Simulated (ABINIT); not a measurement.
Crystal: PtS2.

```
Pt S
1.0
     3.54320    0.00000    0.00000
    -1.77160    3.06850    0.00000
     0.00000    0.00000    5.03880
Pt S
1 2
Cartesian
  0.0000 0.0000 0.0000
  1.7716 1.0228 3.8950
  0.0000 2.0457 1.1438
```

Base run:

* Program: ABINIT 10.8.3 (patched build)
* Functional: PBE0
* Potentials or basis: SPMS NC PBE v1.0
* Cutoff: 490 eV
* k mesh: 6 × 6 × 4
* Occupations: fixed
* Spin: no spin polarisation

Its results: band gap on the k mesh 2.36 eV, indirect (least direct gap 2.94 eV); pressure 5.9 GPa; largest force 0.833 eV/Å.

Task: The run is repeated on the same cell with these changes: functional from PBE0 to PBE. What comes out?

Result: Band gap on the k mesh 0.97 eV, indirect (least direct gap 1.49 eV); pressure 11.0 GPa; largest force 1.255 eV/Å.

PBE0 gives the wider gap, since exact exchange removes part of the self-interaction.

Caveats: spin-orbit coupling is left out, which moves the levels of the heavy elements; the potentials were made for another functional, which shifts forces and pressure (some runs); forces of over 1 eV/Å show positions far from the minimum, so gaps and moduli don't describe the material at rest (some runs).

A k mesh can miss the band edges.
